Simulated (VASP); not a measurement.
Input of a VASP 6.6.1 run:

File INCAR:

```
PREC = Accurate
ENCUT = 520
EDIFF = 1E-8
ISMEAR = -1
SIGMA = 0.03
LREAL = False
LASPH = True
NELM = 100
ALGO = Fast
ISIF = 2
LWAVE = False
LCHARG = False
GGA = PE
LEFG = True
NBANDS = 15
```

KPOINTS

```
regular mesh
0
Gamma
  11 11 11
```

The input POSCAR:

```
KCl
1.0
    0.0000000000      3.5066747364      3.5066747364
    3.5066747364      0.0000000000      3.5066747364
    3.5066747364      3.5066747364      0.0000000000
K Cl
1 1
Direct
    0.0000000000      0.0000000000      0.0000000000
    0.2500000000      0.2500000000      0.2500000000
```

Potentials or basis: VASP PAW PBE potentials, release 64 (K_sv, Cl).

Command:

```sh
$ cat potpaw_PBE.64/K_sv/POTCAR potpaw_PBE.64/Cl/POTCAR > POTCAR
$ mpirun -np 1 vasp_std > vasp.out
```

(1) Estimate the pressure.

(2) Estimate the band gap on the k mesh.

Results:

(1) 0.3 GPa.

(2) 4.78 eV, indirect (least direct gap 4.81 eV).

Caveat: an odd mesh through Γ misses points on the zone boundary, where band edges often lie.
